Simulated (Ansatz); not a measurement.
**CdSe in Ansatz: the effect of functional**

Crystal: CdSe.

```
Cd Se
1.0
     0.00000    2.91178    2.91178
     2.91178    0.00000    2.91178
     2.91178    2.91178    0.00000
Cd Se
1 1
Direct
  0.00000 0.00000 0.00000
  0.50000 0.50000 0.50000
```

Measurements of this composition are mostly on another form, of space group No. 186.

The cell isn't the ideal one: volume scaled by 1.04.

Alike in all runs:

| Property | Result |
| --- | --- |
| Program | Ansatz 0.2.0 |
| Task | single point |
| Potentials or basis | Ansatz PAW |
| k mesh | 8 × 8 × 8 |
| Occupations | fermi-dirac, width 0.05 eV |
| Spin | no spin polarisation |

Task: One run gave: pressure -4.2 GPa. Which functional did it use?
A. PBEsol
B. r2SCAN
C. LDA

Result: B.

```csv
functional,cutoff,pressure (GPa)
LDA,420 eV (not typed: the program's choice for these potentials),-7.7
PBEsol,420 eV (not typed: the program's choice for these potentials),-5.7
r2SCAN,500 eV (not typed: the program's choice for these potentials),-4.2
```

Caveats: the PAW data sets come from PBE, with cores solved anew for the run's functional, which leaves a small shift of forces and pressure.
